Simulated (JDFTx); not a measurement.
Runs of JDFTx 1.7.0 (patched build) on WC (Qusongite). The structure is hexagonal, space group P-6m2 (No. 187). The conventional cell has a = 2.907 Å, b = 2.907 Å, c = 2.837 Å, α = 90.00°, β = 90.00°, γ = 120.00°. W (site symmetry -6m2) has 6 C at 2.20 Å as nearest neighbours. Around C (site symmetry -6m2) lie 6 W at 2.20 Å. 

```tsv
task	potentials or basis	spin	cell	k mesh	cutoff (eV)	max SCF steps	SCF threshold on the energy	solver of the electrons	further solve for the empty bands	band ratio of the Davidson solver	gap on the mesh (eV)	pressure (GPa)	relaxed volume (Å³/atom)
relaxation of cell and atoms	PseudoDojo-SR-PBE-0.5-stringent with smoothed tails	off	relaxed	8 × 8 × 7	1116	100	1e-09 Ha	scf	no	-	none	0.0	10.53
relaxation of cell and atoms	SG15-PBE-1.2 with smoothed tails	off	relaxed	8 × 8 × 7	1361	100	1e-09 Ha	scf	no	-	none	0.0	(a)
relaxation of cell and atoms	SPMS-PBE-1.0 with smoothed tails	off	relaxed	8 × 8 × 7	1361	100	1e-09 Ha	scf	no	-	none	0.0	10.53
single point	PseudoDojo-SR-PBE-0.4.1-standard with smoothed tails	off	as given	10 × 10 × 9	1116	100	1e-09 Ha	scf	yes	-	none	5.7	-
```

Alike in all rows: level PBE; smearing fermi-dirac 0.05 eV.

Fill in the values left out.

(a) 10.51.

A k mesh can miss the band edges, and the runs leave out spin-orbit coupling on W.

A gap of «none» marks a metal or a gap under the smearing width.

The runs don't all hold the same shells in valence.
